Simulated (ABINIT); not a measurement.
# HfN (Fm-3m) in ABINIT: convergence with cutoff

Aim: find how far cutoff must go before the results for HfN settle, at r2SCAN. This setting moves, with any that are tied to it; all else stays.

Program: ABINIT 10.8.3 (patched build). These are calculated values, not measurements. Logs are shortened: lines on timing, memory, paths and dates and some standing lists are left out, and cuts for length are marked. The log counts tension as positive stress, the text compression.

### 1 The crystal as given

Symmetry: Fm-3m, No. 225, cubic system. The conventional cell has a = 4.512 Å, b = 4.512 Å, c = 4.512 Å, α = 90.00°, β = 90.00°, γ = 90.00°. Hf (site symmetry m-3m) has 6 N at 2.26 Å as nearest neighbours. N (site symmetry m-3m) has 6 Hf at 2.26 Å as nearest neighbours.

### 2 With cutoff 12.5 Ha

Contents of run.abi:

```
# Pseudopotentials
pp_dirpath "./"
pseudos "Hf.GGA_PBE-JTH.xml, N.GGA_PBE-JTH.xml"

# Structure
acell 3*1.0
rprim
     0.0000000000     4.2632221372     4.2632221372
     4.2632221372     0.0000000000     4.2632221372
     4.2632221372     4.2632221372     0.0000000000
ntypat 2
znucl 72 7
natom 2
typat 1 2
xred
     0.0000000000     0.0000000000     0.0000000000
     0.5000000000     0.5000000000     0.5000000000

# Plane-wave basis
ecut 12.5
pawecutdg 74.4

# k points
kptopt 1
ngkpt 10 10 10
nshiftk 1
shiftk 0.0 0.0 0.0

# Exchange and correlation
ixc -497498
usekden 1
pawxcdev 0

# Bands and occupations
nband 13
occopt 3
tsmear 0.05 eV

# SCF cycle
nstep 100
tolvrs 1.0e-7

# Output
iomode 3
prtwf 0
prtden 0
prteig 0
prtebands 0
```

Potentials or basis: JTH PAW PBE v2.0.

Command:

```console
$ abinit run.abi > log 2>&1
```

run.abo:

```text
.Version 10.8.3 of ABINIT
 Symmetries : space group Fm -3 m (#225); Bravais cF (face-center cubic)
================================================================================
 Values of the parameters that define the memory need of the present run
     intxc =       0    ionmov =       0      iscf =      17    lmnmax =      18
     lnmax =       6     mgfft =      20  mpssoang =       3    mqgrid =    3001
     natom =       2  nloc_mem =       2    nspden =       1   nspinor =       1
    nsppol =       1      nsym =      48    n1xccc =       1    ntypat =       2
    occopt =       3   xclevel =       2
       mpw =         333          nfft =        8000          nkpt =          47
 PAW method is used; the additional fine FFT grid is defined by:
   mgfftf=        48    nfftf =    110592
================================================================================
================================================================================

--------------------------------------------------------------------------------
------------- Echo of variables that govern the present computation ------------
--------------------------------------------------------------------------------
 -outvars: echo values of preprocessed input variables --------
            acell      1.0000000000E+00  1.0000000000E+00  1.0000000000E+00 Bohr
              amu      1.78490000E+02  1.40067400E+01
             ecut      1.25000000E+01 Hartree
              ixc     -497498
         kptrlatt       10    0    0      0   10    0      0    0   10
          kptrlen      6.02910657E+01
            natom           2
            nband          13
            ngfft          20      20      20
          ngfftdg          48      48      48
             nkpt          47
            nstep         100
             nsym          48
           ntypat           2
           occopt           3
        pawecutdg      7.44000000E+01 Hartree
         pawxcdev           0
           prtden           0
        prtebands           0
           prteig           0
          prtkden           1
            prtwf           0
            rprim      0.0000000000E+00  4.2632221372E+00  4.2632221372E+00
                       4.2632221372E+00  0.0000000000E+00  4.2632221372E+00
                       4.2632221372E+00  4.2632221372E+00  0.0000000000E+00
          spgroup         225
           tolvrs      1.00000000E-07
           tsmear      1.83746611E-03 Hartree
            typat      1  2
          usekden           1
           useylm           1
           xangst      0.0000000000E+00  0.0000000000E+00  0.0000000000E+00
                       2.2559999985E+00  2.2559999985E+00  2.2559999985E+00
            xcart      0.0000000000E+00  0.0000000000E+00  0.0000000000E+00
                       4.2632221372E+00  4.2632221372E+00  4.2632221372E+00
             xred      0.0000000000E+00  0.0000000000E+00  0.0000000000E+00
                       5.0000000000E-01  5.0000000000E-01  5.0000000000E-01
            znucl       72.00000    7.00000

================================================================================

[... 127 lines left out ...]
 reduced coordinates (array xred) for    2 atoms
       0.000000000000      0.000000000000      0.000000000000
       0.500000000000      0.500000000000      0.500000000000
 rms dE/dt=  0.0000E+00; max dE/dt=  0.0000E+00; dE/dt below (all hartree)
    1       0.000000000000      0.000000000000      0.000000000000
    2       0.000000000000      0.000000000000      0.000000000000

 cartesian coordinates (angstrom) at end:
    1      0.00000000000000     0.00000000000000     0.00000000000000
    2      2.25599999849293     2.25599999849293     2.25599999849293

 cartesian forces (hartree/bohr) at end:
    1     -0.00000000000000    -0.00000000000000    -0.00000000000000
    2     -0.00000000000000    -0.00000000000000    -0.00000000000000
 frms,max,avg= 0.0000000E+00 0.0000000E+00   0.000E+00  0.000E+00  0.000E+00 h/b

 cartesian forces (eV/Angstrom) at end:
    1     -0.00000000000000    -0.00000000000000    -0.00000000000000
    2     -0.00000000000000    -0.00000000000000    -0.00000000000000
 frms,max,avg= 0.0000000E+00 0.0000000E+00   0.000E+00  0.000E+00  0.000E+00 e/A
 length scales=  1.000000000000  1.000000000000  1.000000000000 bohr
              =  0.529177210544  0.529177210544  0.529177210544 angstroms
 Fermi (or HOMO) energy (hartree) =   0.09915   Average Vxc (hartree)=  -0.49496
 Eigenvalues (hartree) for nkpt=  47  k points:
 kpt#   1, nband= 13, wtk=  0.00100, kpt=  0.0000  0.0000  0.0000 (reduced coord)
  -2.28386   -1.09605   -1.09605   -1.09605   -0.59984   -0.02911   -0.02911   -0.02911
   0.08487    0.08487    0.08487    0.16770    0.17157
      occupation numbers for kpt#   1
   2.00000    2.00000    2.00000    2.00000    2.00000    2.00000    2.00000    2.00000
   1.99916    1.99916    1.99916    0.00000    0.00000
 prteigrs : prtvol=0 or 1, do not print more k-points.

--- !EnergyTerms
iteration_state     : {dtset: 1, }
comment             : Components of total free energy in Hartree
kinetic             :  1.12669511474598E+01
hartree             :  6.05999096231972E+00
xc                  : -1.11697838110130E+01
Ewald energy        : -5.31059376899904E+01
psp_core            :  1.05226017877148E+01
local_psp           : -4.08665911227798E+00
PAW spherical_terms :  2.13343209695638E+01
internal            : -1.91785157462233E+01
'-kT*entropy'       : -2.34075184423060E-04
total_energy        : -1.91787498214077E+01
total_energy_eV     : -5.21880369105364E+02
...

--- !EnergyTermsDC
iteration_state     : {dtset: 1, }
comment             : '"Double-counting" decomposition of free energy'
band_energy         : -1.30449906386239E+01
Ewald energy        : -5.31059376899904E+01
psp_core            :  1.05226017877148E+01
xc_dc               : -9.82179396680709E+00
PAW spherical_terms :  4.62715916461221E+01
internal            : -1.91785288615845E+01
'-kT*entropy'       : -2.34075184423060E-04
total_energy_dc     : -1.91787629367689E+01
total_energy_dc_eV  : -5.21880725992524E+02
...

--- !EnergyTermsWithPAWCore
iteration_state     : {dtset: 1, }
comment             : 'Components of total free energy, including PAW core contributions'
Total energy        : -1.51338030466936E+04
Total energy DC     : -1.51338030598089E+04
Total energy (eV)   : -4.11811760074182E+05
Total energy DC (eV): -4.11811760431070E+05
...

 Cartesian components of stress tensor (hartree/bohr^3)
  sigma(1 1)=  1.11014389E-03  sigma(3 2)=  0.00000000E+00
  sigma(2 2)=  1.11014389E-03  sigma(3 1)=  0.00000000E+00
  sigma(3 3)=  1.11014389E-03  sigma(2 1)=  0.00000000E+00

-Cartesian components of stress tensor (GPa)         [Pressure= -3.2662E+01 GPa]
- sigma(1 1)=  3.26615609E+01  sigma(3 2)=  0.00000000E+00
- sigma(2 2)=  3.26615609E+01  sigma(3 1)=  0.00000000E+00
- sigma(3 3)=  3.26615609E+01  sigma(2 1)=  0.00000000E+00

== END DATASET(S) ==============================================================
================================================================================

 -outvars: echo values of variables after computation  --------
            acell      1.0000000000E+00  1.0000000000E+00  1.0000000000E+00 Bohr
           etotal     -1.9178762937E+01
            fcart     -0.0000000000E+00 -0.0000000000E+00 -0.0000000000E+00
                      -0.0000000000E+00 -0.0000000000E+00 -0.0000000000E+00
            rprim      0.0000000000E+00  4.2632221372E+00  4.2632221372E+00
                       4.2632221372E+00  0.0000000000E+00  4.2632221372E+00
                       4.2632221372E+00  4.2632221372E+00  0.0000000000E+00
           strten      1.1101438896E-03  1.1101438896E-03  1.1101438896E-03
                       0.0000000000E+00  0.0000000000E+00  0.0000000000E+00
           xangst      0.0000000000E+00  0.0000000000E+00  0.0000000000E+00
                       2.2559999985E+00  2.2559999985E+00  2.2559999985E+00
             xred      0.0000000000E+00  0.0000000000E+00  0.0000000000E+00
                       5.0000000000E-01  5.0000000000E-01  5.0000000000E-01
 Calculation completed.
```

It took 29 s on 1 thread of Arm Neoverse V2, shared host; peak memory 0.16 GiB.

What came out:

| Quantity | Value |
| --- | --- |
| Free energy | -521.8807 eV |
| Band gap on the k mesh | none (metal or under the smearing width) |
| Valence electrons inside the program's atomic spheres | Hf 9.67; N 2.56 |

### 3 With cutoff 15.5 Ha

Edit run.abi of step 2 so:

```diff
@@ -19,3 +19,3 @@
 # Plane-wave basis
-ecut 12.5
+ecut 15.5
 pawecutdg 74.4
```

Potentials or basis: JTH PAW PBE v2.0.

Command:

```console
$ abinit run.abi > log 2>&1
```

Wall time 40 s (1 thread of Arm Neoverse V2, shared host); peak memory 0.16 GiB.

Results (log left out):

```
Free energy                                           : -523.0772 eV
Band gap on the k mesh                                : none (metal or under the smearing width)
Valence electrons inside the program's atomic spheres : Hf 9.66; N 2.59
```

### 4 With cutoff 18.5 Ha

Edit run.abi of step 3 so:

```diff
@@ -19,3 +19,3 @@
 # Plane-wave basis
-ecut 15.5
+ecut 18.5
 pawecutdg 74.4
```

Command:

```console
$ abinit run.abi > log 2>&1
```

Wall time 44 s (1 thread of Arm Neoverse V2, shared host); peak memory 0.16 GiB.

It converged, with:

* Free energy: -523.4681 eV
* Band gap on the k mesh: none (metal or under the smearing width)
* Valence electrons inside the program's atomic spheres: Hf 9.66; N 2.59

### 5 With cutoff 21.5 Ha

Edit run.abi of step 4 so:

```diff
@@ -19,3 +19,3 @@
 # Plane-wave basis
-ecut 18.5
+ecut 21.5
 pawecutdg 74.4
```

Command:

```console
$ abinit run.abi > log 2>&1
```

It took 52 s on 1 thread of Arm Neoverse V2, shared host; peak memory 0.17 GiB.

It converged, with:

| Property | Result |
| --- | --- |
| Free energy | -523.5862 eV |
| Band gap on the k mesh | none (metal or under the smearing width) |
| Valence electrons inside the program's atomic spheres | Hf 9.66; N 2.59 |

### 6 With cutoff 26.5 Ha

Edit run.abi of step 5 so:

```diff
@@ -19,3 +19,3 @@
 # Plane-wave basis
-ecut 21.5
+ecut 26.5
 pawecutdg 74.4
```

Potentials or basis: JTH PAW PBE v2.0.

Command:

```console
$ abinit run.abi > log 2>&1
```

Wall time 82 s (1 thread of Arm Neoverse V2, shared host); peak memory 0.18 GiB.

The run converged. Its results:

* Free energy: -523.6230 eV
* Pressure: 1.2 GPa
* Band gap on the k mesh: none (metal or under the smearing width)
* Valence electrons inside the program's atomic spheres: Hf 9.66; N 2.59

### 7 With cutoff 31 Ha

Edit run.abi of step 6 so:

```diff
@@ -19,3 +19,3 @@
 # Plane-wave basis
-ecut 26.5
+ecut 31.0
 pawecutdg 74.4
```

Command:

```console
$ abinit run.abi > log 2>&1
```

Wall time 96 s (1 thread of Arm Neoverse V2, shared host); peak memory 0.18 GiB.

The run converged. Its results:

| Item | Value |
| --- | --- |
| Free energy | -523.6268 eV |
| Pressure | 1.0 GPa |
| Band gap on the k mesh | none (metal or under the smearing width) |
| Valence electrons inside the program's atomic spheres | Hf 9.66; N 2.59 |

### 8 With cutoff 35.5 Ha

Edit run.abi of step 7 so:

```diff
@@ -19,3 +19,3 @@
 # Plane-wave basis
-ecut 31.0
+ecut 35.5
 pawecutdg 74.4
```

Command:

```console
$ abinit run.abi > log 2>&1
```

Wall time 2.5 min (1 thread of Arm Neoverse V2, shared host); peak memory 0.19 GiB.

Results (log left out):

```yaml
Free_energy: -523.6359 eV
Pressure: 0.9 GPa
Band_gap_on_the_k_mesh: none (metal or under the smearing width)
Valence_electrons_inside_the_program's_atomic_spheres: Hf 9.66; N 2.59
```

### 9 With cutoff 42 Ha

Edit run.abi of step 8 so:

```diff
@@ -19,3 +19,3 @@
 # Plane-wave basis
-ecut 35.5
+ecut 42.0
 pawecutdg 74.4
```

Potentials or basis: JTH PAW PBE v2.0.

Command:

```console
$ abinit run.abi > log 2>&1
```

It took 3.5 min on 1 thread of Arm Neoverse V2, shared host; peak memory 0.2 GiB.

Results (log left out):

```yaml
Free_energy: -523.6459 eV
Pressure: 1.0 GPa
Band_gap_on_the_k_mesh: none (metal or under the smearing width)
Valence_electrons_inside_the_program's_atomic_spheres: Hf 9.66; N 2.59
```

### 10 With cutoff 49.5 Ha

Edit run.abi of step 9 so:

```diff
@@ -19,3 +19,3 @@
 # Plane-wave basis
-ecut 42.0
+ecut 49.5
 pawecutdg 74.4
```

Command:

```console
$ abinit run.abi > log 2>&1
```

Run time: 3.9 min. Hardware: 1 thread of Arm Neoverse V2, shared host; peak memory 0.22 GiB.

The run converged. Its results:

| Item | Value |
| --- | --- |
| Free energy | -523.6517 eV |
| Pressure | 1.2 GPa |
| Band gap on the k mesh | none (metal or under the smearing width) |
| Valence electrons inside the program's atomic spheres | Hf 9.66; N 2.59 |

### 11 Result

```
 cutoff  energy less the tightest run, at zero smearing (meV/atom)  SCF cycles  CPU time (s)  peak memory (GiB)
12.5 Ha                                                     885.47          12            29               0.16
15.5 Ha                                                     287.26          11            40               0.16
18.5 Ha                                                      91.81          12            44               0.16
21.5 Ha                                                      32.73          11            52               0.17
26.5 Ha                                                      14.33          13            82               0.18
  31 Ha                                                      12.45          13            96               0.18
35.5 Ha                                                       7.90          15           150               0.19
  42 Ha                                                       2.88          20           210                0.2
49.5 Ha                                                       0.00          17           230               0.22
```

Not settled before the last step: the energy (to 1 meV/atom). The tightest run that finished is the yardstick and may itself not be fully converged.

Caveats: totals of a meta-GGA on PAW files have another zero than those of a GGA; the PAW data sets were made with another functional, which shifts forces and pressure a little.
